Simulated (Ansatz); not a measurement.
W: a prediction, then the measurements

These are results of DFT PBE, scalar-relativistic, plane waves, PAW in Ansatz, not measurements.

Settings: cutoff 420 eV, Γ-centred mesh 24×24×24 on the computed 1-atom cell, Gaussian smearing of 0.10 eV; no spin polarisation.

Relaxed structure:

```yaml
crystal:
  lattice:
    - [0.00000, 2.25134, 2.25115]
    - [1.59184, 0.00000, 2.25115]
    - [1.59184, 2.25134, 0.00000]
  atoms:
    - { symbol: W, position: [0.00000, 0.00000, 0.00000] }
```

```json
{"Space group": "Im-3m (No. 229)", "Volume per atom": "16.14 Å³", "Energy over the standard state (uncorrected)": "0.000 eV/atom", "Kohn–Sham band gap": "none (metal)", "Density of states at the Fermi level": "0.4 states/eV per cell", "Orbital (Löwdin) character within 0.5 eV of the Fermi level": "W 5d 87 %, unprojected 9 %", "Bulk modulus": "302 GPa", "Its pressure derivative": "4.1", "Bader charge by site (e)": "W (1 in the cell) 0.00"}
```

Spin-orbit coupling is left out, which matters for the bands of heavy elements.

**Against measurements.**

Against the measured lattice constant a of W, 3.16524 Å (a printed reference work (monograph)), the calculated 3.184 Å is off by +0.6 %. The calculation is for 0 K without zero-point motion.

The cell was reached from a generator's guess, though it ends in a space group that the Crystallography Open Database lists for this formula. Löwdin shares on free-atom orbitals overweight diffuse shells.
